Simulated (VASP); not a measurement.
Input of a VASP 6.6.1 run:

INCAR

```
ALGO = Normal
EDIFF = 1E-6
ENCUT = 520
GGA = PE
ISIF = 2
ISMEAR = 0
KPAR = 8
LASPH = True
LCHARG = True
LREAL = False
LVHAR = True
LWAVE = False
NELM = 80
PREC = Accurate
SIGMA = 0.02
```

KPOINTS

```
k-points
0
Gamma
  8 5 5
```

File POSCAR:

```
SiC                                     
1.0
    3.1943307161      0.0000000000      0.0000000000
    0.0000000000      5.1748157601      0.0000000000
    0.0000000000      0.0000000000      5.3094631615
  Si              C             
     4     4
Direct
     0.0000000000000000    0.9986342507864560    0.3331225508617143
     0.5000000000000000    0.9986342507864560    0.8331225508617144
     0.5000000000000000    0.4986342507864558    0.1668774491382856
     0.0000000000000000    0.4986342507864558    0.6668774491382856
     0.0000000000000000    0.6233657492135439    0.3301318802643919
     0.5000000000000000    0.6233657492135439    0.8301318802643918
     0.5000000000000000    0.1233657492135441    0.1698681197356082
     0.0000000000000000    0.1233657492135441    0.6698681197356082
```

Potentials or basis: VASP PAW PBE potentials, release 64 (Si, C).

The run is started by

```console
$ cat potpaw_PBE.64/Si/POTCAR potpaw_PBE.64/C/POTCAR > POTCAR
$ mpirun -np 8 vasp_std > vasp.out
```

(1) What does it give for the band gap on the k mesh?

(2) Estimate the pressure.

Answers

(1) 2.07 eV.

(2) -8.5 GPa.

Caveat: an odd mesh through Γ misses points on the zone boundary, where band edges often lie.
